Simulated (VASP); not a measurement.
## A VASP 6.6.1 single-point calculation on MgF2

INCAR

```
ISIF = 2
SIGMA = 0.02
PREC = Accurate
LCHARG = .FALSE.
NBANDS = 20
EDIFF = 1E-7
LWAVE = .FALSE.
ISMEAR = -1
NSW = 0
NELM = 86
LREAL = .FALSE.
ENCUT = 520
LASPH = .TRUE.
GGA = PE
IBRION = -1
```

KPOINTS

```
KPOINTS created by Atomic Simulation Environment
0
Gamma
6 6 8
0 0 0
```

POSCAR

```
Mg F
 1.0000000000000000
     4.4371353547999997    0.0000000000000000    0.0000000000000000
     0.0000000000000000    4.4371353547999997    0.0000000000000000
     0.0000000000000000    0.0000000000000000    3.1342963774000001
 Mg  F
   2   4
Cartesian
 -0.0000000000000000 -0.0000000000000000 -0.0000000000000000
  2.2185676773999998  2.2185676773999998  1.5671481887000005
  1.3507875462619385  1.3507875462619385 -0.0000000000000000
  0.8677801311380616  3.5693552236619386  1.5671481887000005
  3.5693552236619386  0.8677801311380616  1.5671481887000005
  3.0863478085380609  3.0863478085380609 -0.0000000000000000
```

The recommended PBE PAW datasets give the neutral cell 32 valence electrons.

Command

```
mpirun -np 1 vasp_std
```

Task: Predict the outcome of this run.

Result: It converged. Results: gap between bands v and c on the k mesh 7.39 eV; least direct gap on the k mesh 7.39 eV; pressure 10.4 GPa. Band v is the last that the valence electrons fill when counted band by band, and c is the next.

OSZICAR

```
N       E                     dE             d eps       ncg     rms          rms(c)
DAV:   1     0.192269681949E+03    0.19227E+03   -0.18587E+04  2112   0.151E+03
DAV:   2    -0.252385647462E+02   -0.21751E+03   -0.20952E+03  2612   0.335E+02
DAV:   3    -0.338617321594E+02   -0.86232E+01   -0.86045E+01  2356   0.691E+01
DAV:   4    -0.339129444356E+02   -0.51212E-01   -0.51203E-01  2224   0.611E+00
DAV:   5    -0.339132396332E+02   -0.29520E-03   -0.29519E-03  2284   0.470E-01    0.102E+01
DAV:   6    -0.312276209250E+02    0.26856E+01   -0.10968E+01  2192   0.258E+01    0.296E+00
DAV:   7    -0.312467095942E+02   -0.19089E-01   -0.12421E-01  2116   0.257E+00    0.188E+00
DAV:   8    -0.312774207060E+02   -0.30711E-01   -0.49128E-02  2096   0.262E+00    0.171E-01
DAV:   9    -0.312782941074E+02   -0.87340E-03   -0.34239E-03  2328   0.446E-01    0.731E-02
DAV:  10    -0.312785019340E+02   -0.20783E-03   -0.25157E-04  2132   0.141E-01    0.139E-02
DAV:  11    -0.312785024506E+02   -0.51658E-06   -0.25595E-05  2300   0.422E-02    0.672E-03
DAV:  12    -0.312785025307E+02   -0.80038E-07   -0.64347E-06  2200   0.212E-02    0.231E-03
DAV:  13    -0.312785024706E+02    0.60043E-07   -0.51437E-07  2216   0.591E-03
   1 F= -.31278502E+02 E0= -.31278502E+02  d E =-.498320E-11
```

For comparison, a separate PBE run of the intended cell, on usual settings and not on those above, gives a gap of 7.39 eV on its mesh and a pressure of 10.4 GPa.
